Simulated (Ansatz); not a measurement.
**InSe under changes of volume**

One of the cells (29.237 Å³/atom); the others are scaled copies at fixed shape and fractional positions:

```
In Se
1.0
     2.00000    1.15470    8.44000
    -2.00000    1.15470    8.44000
     0.00000   -2.30940    8.44000
In Se
2 2
Direct
  0.88860 0.88860 0.88860
  0.00000 0.00000 0.00000
  0.17190 0.17190 0.17190
  0.38350 0.38350 0.38350
```

- Program: Ansatz 0.2.0
- Functional: LDA
- Potentials or basis: all-electron LAPW, scalar-relativistic
- Cutoff: 251 eV (chosen from the basis error)
- Basis error allowed: 0.002 eV/atom
- k mesh: 8 × 8 × 8
- Occupations: fermi-dirac, width 0.05 eV
- Spin: no spin polarisation

| volume (Å³/atom) | energy over the lowest point (meV/atom) | pressure (GPa) | gap on the mesh (eV) | largest force (eV/Å) |
| --- | --- | --- | --- | --- |
| 27.483 | 5.11 | 2.0 | 0.39 | 0.506 |
| 28.068 | 0.34 | 0.7 | 0.33 | 0.411 |
| 28.652 | 0.00 | -0.5 | 0.27 | 0.321 |
| 29.237 | 3.59 | -1.5 | 0.22 | 0.237 |
| 29.822 | 10.67 | -2.4 | 0.17 | 0.218 |
| 30.406 | ? | ? | ? | ? |
| 30.991 | 33.79 | -3.9 | 0.09 | 0.469 |

What does the run at 30.406 Å³/atom give?

Energy over the lowest point 20.86 meV/atom; pressure -3.2 GPa; gap on the mesh 0.13 eV; largest force 0.348 eV/Å.

Worked out: A Birch-Murnaghan fit of order 3 (a polynomial in V^(-2/3)) to the other rows has its minimum at 28.41 Å³/atom with B0 = V·E''(V) = 55 GPa and B' = 4.7 at fixed shape and positions, which overstates the stiffness. It gives 20.84 meV/atom at 30.406 Å³/atom, against the run's 20.86, and -dE/dV = -3.2 GPa, against -3.2.

Energies are extrapolated to zero smearing.

Caveats: spin-orbit coupling is left out, which moves the levels of the heavy elements.

A mesh can miss the band edges.
